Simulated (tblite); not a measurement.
Compound: methyl vinyl ketone, C4H6O.
Bonds: C1–C2 (double), C2–C3, C3–C4, C3–O5 (double). Hydrogens: H6, H7 on C1; H8 on C2; H9, H10, H11 on C4.

Computed with GFN2-xTB (tblite), gas phase: Langevin dynamics at 600 K from the optimised GFN2-xTB geometry, time step 0.5 fs, friction 0.01 fs⁻¹, 2000 steps.

Start geometry:
```
atom  x, y, z in Å
C1      1.428   -0.739   -0.392
C2      1.044    0.468    0.003
C3     -0.346    0.884    0.296
C4     -1.429   -0.153    0.131
O5     -0.586    2.015    0.654
H6      0.737   -1.552   -0.539
H7      2.464   -0.961   -0.587
H8      1.771    1.259    0.139
H9     -2.392    0.288    0.375
H10    -1.240   -0.996    0.791
H11    -1.446   -0.512   -0.896
```

The statistics below take the 31 frames saved every 25 fs from 250 to 1000 fs; their kinetic temperature (all 3N coordinates) averages 733 K.

Problem. Give the mean, spread and extremes of the bond lengths.

Solution. 
| bond | start (Å) | mean (Å) | standard deviation (Å) | shortest (Å) | longest (Å) |
| --- | --- | --- | --- | --- | --- |
| C1=C2 | 1.326 | 1.333 | 0.036 | 1.260 | 1.404 |
| C2–C3 | 1.480 | 1.496 | 0.050 | 1.391 | 1.608 |
| C3–C4 | 1.509 | 1.534 | 0.058 | 1.449 | 1.710 |
| C3=O5 | 1.210 | 1.212 | 0.022 | 1.177 | 1.267 |
| C1–H6 | 1.077 | 1.084 | 0.032 | 1.028 | 1.158 |
| C1–H7 | 1.078 | 1.087 | 0.052 | 0.973 | 1.183 |
| C2–H8 | 1.083 | 1.096 | 0.056 | 0.963 | 1.213 |
| C4–H9 | 1.087 | 1.103 | 0.052 | 1.011 | 1.225 |
| C4–H10 | 1.088 | 1.097 | 0.049 | 1.015 | 1.206 |
| C4–H11 | 1.088 | 1.098 | 0.041 | 0.997 | 1.163 |

Problem. Give the same statistics for bond angles, one of each kind.

Solution. 
```tsv
angle	start (°)	mean (°)	standard deviation (°)	smallest (°)	largest (°)
C2–C1–H6	122.8	121.3	5.6	105.9	136.9
C2–C1–H7	121.3	120.1	6.3	105.1	135.0
H6–C1–H7	115.9	116.6	4.1	108.3	126.4
C1–C2–C3	125.9	124.8	6.1	112.3	137.6
C1–C2–H8	120.5	119.5	6.5	104.9	134.0
C3–C2–H8	113.6	114.0	5.8	106.8	125.7
C2–C3–C4	117.3	116.6	5.6	106.2	127.1
C2–C3–O5	120.6	120.2	7.0	106.2	132.3
C4–C3–O5	122.1	122.3	4.7	113.1	131.5
C3–C4–H9	109.4	105.8	6.3	91.1	119.0
H9–C4–H10	109.4	112.0	5.5	99.2	122.6
```

Problem. How far does each atom move about its mean position (frames aligned on the start, all atoms weighted alike), and what rms force does it feel?

Solution. 
```
atom  rms displacement (Å)  rms force (eV/Å)
  C1                  0.25              3.11
  C2                  0.16              3.36
  C3                  0.20              3.00
  C4                  0.17              2.75
  O5                  0.51              1.76
  H6                  0.58              1.17
  H7                  0.34              1.85
  H8                  0.45              1.89
  H9                  1.00              1.74
 H10                  1.15              1.71
 H11                  1.03              1.56
```

The displacements run from 0.16 to 1.15 Å, the largest at H10.

Problem. Follow the torsion C1–C2–C3–C4 through every second one of these frames.

Solution. 
```
t (fs)  C1–C2–C3–C4 (°)
   250                0
   300               28
   350                6
   400                4
   450               -6
   500              -22
   550              -24
   600              -49
   650              -37
   700              -33
   750               -7
   800              -11
   850               11
   900               46
   950               58
  1000               43
```

Largest departure from the start value over all these frames: C1–C2–C3–C4 66° (start 0°).

Problem. How widely does the potential energy scatter, against a harmonic estimate?

Solution. Mean 0.89 eV above the start, standard deviation 0.252 eV, range 0.45 to 1.58 eV. For 27 classical harmonic modes at 600 K the canonical values are 27kT/2 = 0.70 eV and kT·√(27/2) = 0.190 eV.

The run is classical and short, so these are rough statistics of one trajectory.

The cost below is that of the whole dynamics run. The run took 10 s on Arm Neoverse N1, one thread, shared host, and the process peaked at 0.18 GiB of memory.
